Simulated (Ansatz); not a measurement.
Base system: MgO in the rock salt structure (space group Fm-3m, No. 225; a = 4.214 Å).

The change: C replaces 25.0 % of the O, ordered in a cell of 8 atoms (starting symmetry C2/m) and fully relaxed.

The other end (x = 1) is MgC in the rock salt structure (space group Fm-3m, No. 225; a hypothetical phase, not in the database extracts checked): 12.03 Å³/atom, gap zero; this end may not be an ambient phase.

Levels (all Ansatz, a quantum-chemistry and plane-wave program, PAW): PBEsol (420 eV, without spin-orbit coupling); r2SCAN (500 eV, no spin-orbit coupling).

The geometry is relaxed with PBEsol.

| Property | Result |
|---|---|
| PBEsol pressure | 0.0 GPa |
| PBEsol magnetic state | ferromagnetic |
| PBEsol largest site moment | 0.69 μB |

Problem. Predict the pressure, magnetic state and largest site moment from r2SCAN.

Solution. The pressure goes from zero to -0.6 GPa; the magnetic state is still ferromagnetic; the largest site moment stays essentially unchanged (0.69 μB against 0.73 μB).

Other magnetic orders, which the real material may have, were not ruled out. Single points use the geometry relaxed with PBEsol. Their cutoffs differ, which shifts pressures a little. Each cell is one ordered arrangement of few atoms, which overstates ordering effects compared with a random alloy. Stability against distortions was not tested. Spin-polarised in the final run: PBEsol Mg4CO3 and r2SCAN Mg4CO3; the other runs are not.
